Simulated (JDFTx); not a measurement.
# WS2: equation of state with PBEsol

WS2, a slab with vacuum:

```
W S
1.0
     3.18352    0.00000    0.00000
    -1.59176    2.75701    0.00000
     0.00000    0.00000   16.95058
W S
1 2
Cartesian
  0.0000 0.0000 0.0000
  0.0000 1.8380 1.5595
  0.0000 1.8380 15.3911
```

```json
{"Program": "JDFTx 1.7.0 (patched build)", "Task": "equation of state", "Functional": "PBEsol", "Potentials or basis": "PseudoDojo-SR-PBEsol-0.4.1-standard with smoothed tails", "Cutoff": "1007 eV", "Density cutoff": "8055 eV", "k mesh": "10 × 10 × 2", "Occupations": "fermi-dirac, width 0.05 eV", "Spin": "no spin polarisation"}
```

```json
{
  "Equilibrium volume": "48.69 Å³/atom",
  "Bulk modulus at fixed shape and positions": "61 GPa",
  "Pressure derivative of the bulk modulus": "4.4"
}
```

Energy against volume, from the lowest point:
```tsv
volume (Å³/atom)	energy (meV/atom)
46.616	18.10
47.608	4.73
48.600	0.00
49.592	3.03
50.583	13.01
51.575	29.22
52.567	51.01
```

Caveat: the cell was scaled at fixed shape and fractional positions, which overstates the stiffness of a crystal with free parameters, most of all of layers and chains. Spin-orbit coupling is left out, which matters for the levels of W.
